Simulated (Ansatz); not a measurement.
B (diamond type), DFT, PBE, all-electron PAW with datasets made for the crystal, scalar-relativistic (Ansatz 0.2.0), on 1 thread of Intel(R) Xeon(R) Platinum 8488C (Sapphire Rapids) (shared host).

Command: `ansatz run input.yaml --threads 1 --pin off --max-ram 2048MiB --backend cpu --events-out ev --progress --plain --runs-dir out`

```yaml
crystal:
  lattice:
    - [0.0, 1.659573966, 1.659573966]
    - [1.659573966, 0.0, 1.659573966]
    - [1.659573966, 1.659573966, 0.0]
  atoms:
    - { symbol: B, position: [-0.125, -0.125, -0.125] }
    - { symbol: B, position: [0.125, 0.125, 0.125] }
kpoints:
  mp_grid: { grid: [18, 18, 18] }
scf:
  occupations: { method: fermi_dirac, width: 0.05 }
hamiltonian:
  xc: pbe
  pseudopotentials: { kind: all_electron, datasets: crystal }
output:
  forces: true
  stress: true
  eigenvalues: true
```

(1) How large is the problem that the program sets up?

(2) About how long does it take?

## Answers

(1) 195 irreducible k-points, 259 plane waves at Γ, 7 bands.

(2) 4.4 s of wall time for 6 SCF iterations. Times on shared machines scatter by tens of per cent.
